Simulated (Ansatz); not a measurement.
**CoO: equation of state with PBE**

CoO:

```
Co O
1.0
    -1.50800    1.50800    2.10725
     1.50800   -1.50800    2.10725
     1.50800    1.50800   -2.10725
Co O
1 1
Direct
  0.00000 0.00000 0.00000
  0.50000 0.50000 0.00000
```

```
Program             : Ansatz 0.2.0
Task                : equation of state
Functional          : PBE
Potentials or basis : Ansatz PAW
Cutoff              : 420 eV
Density cutoff      : 1680 eV
k mesh              : 12 × 12 × 12
Occupations         : fermi-dirac, width 0.05 eV
Spin                : collinear spin, ferromagnetic start
Starting moments    : [2.0, 0.0] μB
```

```yaml
Equilibrium_volume: "9.59 Å³/atom (rough: see the caveat)"
Bulk_modulus_at_fixed_shape_and_positions: 167 GPa (rough)
```

Energy against volume, from the lowest point:
| volume (Å³/atom) | energy (meV/atom) |
| --- | --- |
| 9.009 | 19.00 |
| 9.201 | 8.42 |
| 9.392 | 2.09 |
| 9.584 | 0.00 |
| 9.776 | 1.97 |
| 9.967 | 7.76 |
| 10.159 | 17.03 |

It used 200 s of CPU time on 2 threads of Intel(R) Xeon(R) Processor @ 2.50GHz (Skylake/Cascade Lake), on a shared host, which was overloaded at the time.

Caveat: the fit is doubtful: noisy points or a state that changes with volume; the cell was scaled at fixed shape and fractional positions, which overstates the stiffness of a crystal with free parameters, most of all of layers and chains.
